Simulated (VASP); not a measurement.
# ZrB2 (P6/mmm) in VASP: single point with PBE

Aim: the single point of ZrB2 with PBE.

Program: VASP 6.6.1. These are calculated values, not measurements. Logs are shortened: lines on timing, memory, paths and dates and some standing lists are left out, and cuts for length are marked.

## 1. The crystal as given

The structure is hexagonal, space group P6/mmm (No. 191). The conventional cell has a = 3.165 Å, b = 3.165 Å, c = 3.520 Å, α = 90.00°, β = 90.00°, γ = 120.00°. Zr (site symmetry 6/mmm) is surrounded by 12 B at 2.54 Å. B (site symmetry -6m2) is surrounded by 3 B at 1.83 Å.

## 2. Single point, PBE

Contents of INCAR:

```
PREC     = Accurate       # precision mode
ENCUT    = 520            # plane-wave cutoff, eV
EDIFF    = 1E-6           # SCF threshold, eV
ISMEAR   = -1             # smearing method
SIGMA    = 0.03           # smearing width, eV
LREAL    = F              # projectors in reciprocal space
LASPH    = T              # aspherical terms in the spheres
NELM     = 100            # most SCF steps
ALGO     = Normal         # electronic algorithm
ISIF     = 2              # what is computed and relaxed
LWAVE    = F              # write WAVECAR
LCHARG   = T              # write CHGCAR
GGA      = PE             # functional
LELF     = T              # ELF
LVHAR    = T            
NBANDS   = 16             # bands
```

Contents of KPOINTS:

```
Automatic mesh
0
Gamma
  13 13 10
```

Contents of POSCAR:

```
ZrB2
1.0
    3.1649998255      0.0000000000      0.0000000000
   -1.5824999128      2.7409702519      0.0000000000
    0.0000000000      0.0000000000      3.5200000000
Zr B
1 2
Direct
    0.0000000000      0.0000000000      0.0000000000
    0.3333333333      0.6666666667      0.5000000000
    0.6666666667      0.3333333333      0.5000000000
```

Potentials or basis: VASP PAW PBE potentials, release 64 (Zr_sv, B).

On the command line:

```bash
> cat potpaw_PBE.64/Zr_sv/POTCAR potpaw_PBE.64/B/POTCAR > POTCAR
> mpirun -np 1 vasp_std > vasp.out
```

OUTCAR:

```text
PREC = Accurate
   ENCUT = 520
   EDIFF = 1E-6
   ISMEAR = -1
   LREAL = F
   LASPH = T
   NELM = 100
   ISIF = 2
   GGA = PE

 ion  position               nearest neighbor table
   1  0.000  0.000  0.000-   2 2.54   3 2.54   2 2.54   3 2.54   3 2.54   3 2.54   2 2.54   2 2.54
                             3 2.54   3 2.54   2 2.54   2 2.54
   2  0.333  0.667  0.500-   3 1.83   3 1.83   3 1.83   1 2.54   1 2.54   1 2.54   1 2.54   1 2.54
                             1 2.54
   3  0.667  0.333  0.500-   2 1.83   2 1.83   2 1.83   1 2.54   1 2.54   1 2.54   1 2.54   1 2.54
                             1 2.54

  LATTYP: Found a hexagonal cell.
 ALAT       =     3.1649998255
 C/A-ratio  =     1.1121643583

  Lattice vectors:

 A1 = (   3.1649998255,   0.0000000000,   0.0000000000)
 A2 = (  -1.5824999128,   2.7409702519,   0.0000000000)
 A3 = (   0.0000000000,   0.0000000000,   3.5200000000)

Analysis of symmetry for initial positions (statically):
=====================================================================
 Subroutine PRICEL returns:
 Original cell was already a primitive cell.

 Routine SETGRP: Setting up the symmetry group for a
 hexagonal supercell.

 Subroutine GETGRP returns: Found 24 space group operations
 (whereof 24 operations were pure point group operations)
 out of a pool of 24 trial point group operations.

The static configuration has the point symmetry D_6h.

Analysis of symmetry for dynamics (positions and initial velocities):
=====================================================================
 Subroutine PRICEL returns:
 Original cell was already a primitive cell.

 Routine SETGRP: Setting up the symmetry group for a
 hexagonal supercell.

 Subroutine GETGRP returns: Found 24 space group operations
 (whereof 24 operations were pure point group operations)
 out of a pool of 24 trial point group operations.

The dynamic configuration has the point symmetry D_6h.

 Subroutine INISYM returns: Found 24 space group operations
 (whereof 24 operations are pure point group operations),
 and found     1 'primitive' translations

----------------------------------------------------------------------------------------

                                     Primitive cell

  volume of cell :      30.5366

  direct lattice vectors                    reciprocal lattice vectors
     3.164999825  0.000000000  0.000000000     0.315955784  0.182417157  0.000000000
    -1.582499913  2.740970252  0.000000000     0.000000000  0.364834313  0.000000000
     0.000000000  0.000000000  3.520000000     0.000000000  0.000000000  0.284090909

  length of vectors
     3.164999825  3.164999826  3.520000000     0.364834313  0.364834313  0.284090909

  position of ions in fractional coordinates (direct lattice)
     0.000000000  0.000000000  0.000000000
     0.333333333  0.666666667  0.500000000
     0.666666667  0.333333333  0.500000000

  ion indices of the primitive-cell ions
   primitive index   ion index
                 1           1
                 2           2
                 3           3

----------------------------------------------------------------------------------------

 KPOINTS: Automatic mesh

Automatic generation of k-mesh.
 Grid dimensions read from file:
 generate k-points for:   13   13   10

 Generating k-lattice:

  Cartesian coordinates                     Fractional coordinates (reciprocal lattice)
     0.024304291  0.014032089  0.000000000     0.076923077 -0.000000000  0.000000000
     0.000000000  0.028064178  0.000000000     0.000000000  0.076923077  0.000000000
     0.000000000  0.000000000  0.028409091     0.000000000  0.000000000  0.100000000

  Length of vectors
     0.028064178  0.028064178  0.028409091

  Shift w.r.t. Gamma in fractional coordinates (k-lattice)
     0.000000000  0.000000000  0.000000000

 Subroutine IBZKPT returns following result:
 ===========================================

 Found    126 irreducible k-points:

 Following reciprocal coordinates:
            Coordinates               Weight
  0.000000  0.000000  0.000000      1.000000
  0.076923  0.000000  0.000000      6.000000
  0.153846 -0.000000  0.000000      6.000000
  0.230769  0.000000  0.000000      6.000000
  0.307692 -0.000000  0.000000      6.000000
  0.384615  0.000000  0.000000      6.000000
[... 16 lines left out ...]
  0.076923  0.000000  0.100000     12.000000
  0.153846 -0.000000  0.100000     12.000000
 [... further k-points ...]
   k-points           NKPTS =    126   k-points in BZ     NKDIM =    126   number of bands    NBANDS=     16
   number of dos      NEDOS =    301   number of ions     NIONS =      3
   total plane-waves  NPLWV =  16128
   dimension x,y,z NGX =    24 NGY =   24 NGZ =   28
   dimension x,y,z NGXF=    48 NGYF=   48 NGZF=   56
   ions per type =               1   2
   NGX,Y,Z   is equivalent  to a cutoff of  12.61, 12.61, 13.22 a.u.
   NGXF,Y,Z  is equivalent  to a cutoff of  25.21, 25.21, 26.45 a.u.
 SYSTEM =  unknown system
   PREC   = accura    normal or accurate (medium, high low for compatibility)
   ISTART =      0    job   : 0-new  1-cont  2-samecut
   ICHARG =      2    charge: 1-file 2-atom 10-const
   ISPIN  =      1    spin polarized calculation?
   LNONCOLLINEAR =      F non collinear calculations
   LSORBIT =      F    spin-orbit coupling
   LASPH  =      T    aspherical Exc in radial PAW
   ENCUT  =  520.0 eV  38.22 Ry    6.18 a.u.   5.88  5.88  6.54*2*pi/ulx,y,z
   NELM   =    100;   NELMIN=  2; NELMDL= -5     # of ELM steps
   EDIFF  = 0.1E-05   stopping-criterion for ELM
   LREAL  =      F    real-space projection
   EDIFFG = 0.1E-04   stopping-criterion for IOM
   NSW    =      0    number of steps for IOM
   IBRION =     -1    ionic relax: 0-MD 1-quasi-New 2-CG
   NFREE  =      0    steps in history (QN), initial steepest desc. (CG)
   ISIF   =      2    stress and relaxation
   ISYM   =      2    0-nonsym 1-usesym 2-fastsym
   POTIM  = 0.5000    time-step for ionic-motion
   TEBEG  =    0.0;   TEEND  =   0.0 temperature during run
   PSTRESS=    0.0 pullay stress
   NELECT =      18.0000    total number of electrons
   NUPDOWN=      -1.0000    fix difference up-down
   EMIN   =  10.00;   EMAX   =-10.00  energy-range for DOS
   EFERMI =   0.00;   METHOD = LEGACY
   ISMEAR =    -1;   SIGMA  =   0.03  broadening in eV -4-tet -1-fermi 0-gaus
   EFERMI_NEDOS =   21; number of points for ismear=-14 and -15
   IALGO  =     38    algorithm
   IMIX   =      4    mixing-type and parameters
     AMIX     =   0.40;   BMIX     =  1.00
     AMIX_MAG =   1.60;   BMIX_MAG =  1.00
  volume/ion in A,a.u.               =      10.18        68.69
  Fermi-wavevector in a.u.,A,eV,Ry     =   1.372647  2.593926 25.635539  1.884159
  Thomas-Fermi vector in A             =   2.498235
   LORBIT       =      0    0 simple, 1 ext, 2 COOP (PROOUT), +10 PAW based schemes
   GGA     = PE    functional components
[... 5 lines left out ...]
 non-spin polarized calculation
  energy-cutoff  :      520.00
  volume of cell :       30.54
 maximum number of plane-waves:       836
 NGX is ok and might be reduce to    24
   NGX = 11   NGY = 11   NGZ = 13

 number of electron      18.0000000 magnetization

 Free energy of the ion-electron system (eV)
  ---------------------------------------------------
  ext. energy  EPLUGINS =         0.00000000
  ---------------------------------------------------
  free energy    TOTEN  =       -24.97585937 eV

  energy without entropy =      -24.97469701  energy(sigma->0) =      -24.97527819

 E-fermi :  10.7215     XC(G=0): -12.4757

 val. band max:       10.7069381796   @ k =   0.3077   0.1538   0.0000
 cond. band min:      10.7357033409   @ k =   0.0769   0.0769   0.3000
 fundamental gap:      0.0287651613
 Fermi energy:        10.7215275467

 k-point     1 :       0.0000    0.0000    0.0000
  band No.  band energies     occupation
      1     -38.0047      2.00000
      2     -16.1931      2.00000
      3     -15.6359      2.00000
      4     -15.6359      2.00000
      5      -2.1565      2.00000
      6       7.9439      2.00000
[... 8 lines left out ...]
     15      15.7591      0.00000
     16      15.7591      0.00000

 k-point     2 :       0.0769    0.0000    0.0000
  band No.  band energies     occupation
      1     -37.9980      2.00000
      2     -16.1831      2.00000
      3     -15.6947      2.00000
      4     -15.6486      2.00000
      5      -2.0370      2.00000
      6       7.5933      2.00000
[... 8 lines left out ...]
     15      16.2742      0.00000
     16      16.5761      0.00000

 k-point     3 :       0.1538   -0.0000    0.0000
  band No.  band energies     occupation
      1     -37.9794      2.00000
      2     -16.1553      2.00000
      3     -15.8548      2.00000
      4     -15.6837      2.00000
      5      -1.6907      2.00000
      6       6.7409      2.00000
[... 8 lines left out ...]
     15      17.2669      0.00000
     16      17.4563      0.00000

 k-point     4 :       0.2308    0.0000    0.0000
  band No.  band energies     occupation
      1     -37.9529      2.00000
      2     -16.1158      2.00000
      3     -16.0734      2.00000
      4     -15.7326      2.00000
      5      -1.1476      2.00000
      6       5.6809      2.00000
[... 8 lines left out ...]
     15      17.5975      0.00000
     16      18.9455      0.00000
[... 324 lines left out ...]
 k-point    22 :       0.0000    0.0000    0.1000
  band No.  band energies     occupation
      1     -38.0028      2.00000
      2     -16.2306      2.00000
      3     -15.6333      2.00000
      4     -15.6333      2.00000
      5      -2.0066      2.00000
      6       7.0617      2.00000
[... 8 lines left out ...]
     15      16.7155      0.00000
     16      16.7155      0.00000

 k-point    23 :       0.0769    0.0000    0.1000
  band No.  band energies     occupation
      1     -37.9961      2.00000
      2     -16.2203      2.00000
      3     -15.6919      2.00000
      4     -15.6460      2.00000
      5      -1.8914      2.00000
      6       7.1011      2.00000
[... 8 lines left out ...]
     15      16.6953      0.00000
     16      17.0670      0.00000

 k-point    24 :       0.1538   -0.0000    0.1000
  band No.  band energies     occupation
      1     -37.9775      2.00000
      2     -16.1915      2.00000
      3     -15.8510      2.00000
      4     -15.6808      2.00000
      5      -1.5580      2.00000
      6       6.7363      2.00000
[... 8 lines left out ...]
     15      17.2124      0.00000
     16      18.0463      0.00000

 [... further k-points ...]
[... 5 lines left out ...]
  --------------------------------------------------------------------------------------
  -------------------------------------------------------------------------------------
  Total        0.3926474      0.3926474      0.6814796     -0.0000000     -0.0000000      0.0000000
  in kB       20.6012044     20.6012044     35.7554927     -0.0000000     -0.0000000      0.0000000
  external PRESSURE =      25.6526339 kB  Pullay stress =       0.0000000 kB

 VOLUME and BASIS-vectors are now :
 -----------------------------------------------------------------------------
  energy-cutoff  :      520.00
  volume of cell :       30.54
      direct lattice vectors                 reciprocal lattice vectors
     3.164999825  0.000000000  0.000000000     0.315955784  0.182417157  0.000000000
    -1.582499913  2.740970252  0.000000000     0.000000000  0.364834313  0.000000000
     0.000000000  0.000000000  3.520000000     0.000000000  0.000000000  0.284090909

 POSITION                                       TOTAL-FORCE (eV/Angst)
 -----------------------------------------------------------------------------------
      0.00000      0.00000      0.00000        -0.000000     -0.000000      0.000000
     -0.00000      1.82731      1.76000        -0.000000      0.000000      0.000000
      1.58250      0.91366      1.76000         0.000000     -0.000000      0.000000
 -----------------------------------------------------------------------------------
    total drift:                               -0.000000      0.000000      0.000000

  FREE ENERGIE OF THE ION-ELECTRON SYSTEM (eV)
  ---------------------------------------------------
  free  energy   TOTEN  =       -24.9758593723 eV

  energy  without entropy=      -24.9746970055  energy(sigma->0) =      -24.97527819
```

Wall time 26 s (1 thread of Intel Xeon Platinum 8488C (Sapphire Rapids), shared host); peak memory 0.19 GiB.

Results:

```
Free energy            : -24.9759 eV
Pressure               : 2.6 GPa
Band gap on the k mesh : none (metal or under the smearing width)
```

Stress tensor (GPa, compression positive):
```
2.06 0.00 0.00
0.00 2.06 0.00
0.00 0.00 3.58
```
